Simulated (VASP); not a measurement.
Set up this calculation in VASP 6.6.1, as the native input.

```yaml
Task: single point
Functional: PBE
Dispersion: D3(BJ)
Potentials_or_basis: VASP PAW PBE potentials, release 64 (Sn_d)
Cutoff: 520 eV
k_mesh: 18 × 18 × 18
Occupations: gaussian, width 0.15 eV
Spin: no spin polarisation
Dipole_correction: no
Further_INCAR_settings: ALGO = Fast; EDIFF = 1e-06; NBANDS = 13
```

The structure of Sn lies in POSCAR:

```
Sn
1.0
   -1.7430796737      1.7430796737      2.0462239647
    1.7430796737     -1.7430796737      2.0462239647
    1.7430796737      1.7430796737     -2.0462239647
Sn
1
Direct
    0.0000000000      0.0000000000      0.0000000000
```

This isn't the form of Sn at room conditions, which is tetragonal (white tin).

The cell isn't the ideal one: strain -0.080 along x and y, +0.080 along z, atoms carried along.

The input as run:

INCAR

```
ALGO     = Fast           # electronic algorithm
EDIFF    = 1E-6           # SCF threshold, eV
ENCUT    = 520            # plane-wave cutoff, eV
GGA      = PE             # functional
ISIF     = 2              # what is computed and relaxed
ISMEAR   = 0              # smearing method
IVDW     = 12             # dispersion correction
LASPH    = T              # aspherical terms in the spheres
LCHARG   = F              # write CHGCAR
LREAL    = F              # projectors in reciprocal space
LWAVE    = F              # write WAVECAR
NBANDS   = 13             # bands
NELM     = 100            # most SCF steps
PREC     = Accurate       # precision mode
SIGMA    = 0.15           # smearing width, eV
```

KPOINTS

```
k-points
0
Gamma
  18 18 18
```

Potentials or basis: VASP PAW PBE potentials, release 64 (Sn_d).

The run is started by

```sh
$ cat potpaw_PBE.64/Sn_d/POTCAR > POTCAR
$ mpirun -np 1 vasp_std > vasp.out
```

Results of the run:

```yaml
Pressure: 4.1 GPa
Band_gap_on_the_k_mesh: none (metal or under the smearing width)
Dispersion_energy_per_atom: -0.421 eV
```

Caveat: pairwise dispersion overbinds metals, which lowers pressure and volume.

Run time: 34 s on 1 thread of Intel(R) Xeon(R) 6975P-C (Granite Rapids), on a shared host, peak memory 0.26 GiB.
